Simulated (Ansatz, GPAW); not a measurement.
This is a calculation of Ni for Ansatz 0.2.0. 

The input input.yaml:

```yaml
crystal:
  lattice:
    - [0.0, 1.737572933, 1.737572933]
    - [1.737572933, 0.0, 1.737572933]
    - [1.737572933, 1.737572933, 0.0]
  atoms:
    - { symbol: Ni, position: [0.0, 0.0, 0.0], spin: 1.0 }
hamiltonian:
  xc: pbe
  pseudopotentials: { kind: paw }
magnetization:
  spin_polarized: true
kpoints:
  mp_grid: { grid: [13, 13, 13] }
scf:
  occupations: { method: gaussian, width: 0.015 }
output:
  forces: true
  stress: true
  eigenvalues: true
```

Potentials or basis: Ansatz PAW.

Launch:

```bash
$ ansatz run input.yaml --threads 2 --pin off --max-ram 5632MiB --backend cpu --events-out ev --progress --plain --runs-dir out
```

Problem. Translate it to GPAW 26.7.0 (ASE script). Potentials or basis there: GPAW PAW data sets (gpaw-data 1.2.1), cutoff 600 eV.

Solution. As run (cutoffs and basis follow the program's own potentials, and thresholds, step limits or extra output files can differ):

Contents of run.py:

```python
from ase.dft.bandgap import bandgap
from ase.io import read, write
from ase.units import Bohr, GPa
from gpaw import GPAW, PW
from gpaw.elf import elf_from_dft_calculation

atoms = read('Ni.xyz')
atoms.set_initial_magnetic_moments([1.0])

calc = GPAW(mode=PW(600),
            xc='PBE',
            kpts={'size': (13, 13, 13), 'gamma': True},
            occupations={'name': 'methfessel-paxton', 'order': 0, 'width': 0.015},
            nbands=17,
            convergence={'density': 1e-05, 'energy': 1e-05},
            maxiter=150,
            txt='gpaw.txt')
atoms.calc = calc
energy = atoms.get_potential_energy()
forces = atoms.get_forces()
stress = atoms.get_stress()
calc.write('gs.gpw')
write('result.traj', atoms)
print(f'Energy: {energy:.6f} eV')
print('Forces (eV/A):')
print(forces.round(4))
print('Stress (GPa):', (stress / GPa).round(3))
print('Moments:', calc.get_magnetic_moments().round(3))
print('Fermi level:', round(calc.get_fermi_level(), 4), 'eV')
print(f'Gap: {bandgap(calc)[0]:.4f} eV, direct: {bandgap(calc, direct=True)[0]:.4f} eV')

# fields on the real-space grid
write('density.cube', atoms, data=calc.get_pseudo_density() * Bohr**3)
write('potential.cube', atoms, data=calc.get_electrostatic_potential())
write('spin.cube', atoms, data=(calc.get_pseudo_density(spin=0) - calc.get_pseudo_density(spin=1)) * Bohr**3)
write('elf.cube', atoms, data=elf_from_dft_calculation(calc).data)
```

Contents of Ni.xyz:

```xyz
1
Lattice="0.0000000000 1.7375729330 1.7375729330 1.7375729330 0.0000000000 1.7375729330 1.7375729330 1.7375729330 0.0000000000" Properties=species:S:1:pos:R:3 pbc="T T T"
Ni     0.0000000000      0.0000000000      0.0000000000
```

Potentials or basis: GPAW PAW data sets (gpaw-data 1.2.1), pw.

Run with:

```sh
$ OMP_NUM_THREADS=1 python run.py
```

Both were run:

|  | Ansatz | GPAW |
| --- | --- | --- |
| Pressure | 8.0 GPa | 10.5 GPa |
| Net moment | 0.64 μB per cell | 0.64 μB per cell |

Ansatz's pressure holds a Pulay term of +0.06 GPa for its cutoff of 420 eV, which the other run lacks.

The potentials hold 18 and 16 valence electrons a cell.

Where Ansatz's input types no cutoff or centring, it takes its own default and a Γ-centred mesh.

The magnetic state is the one that the start led to; the real crystal's order can differ.

Pressure is positive in compression.
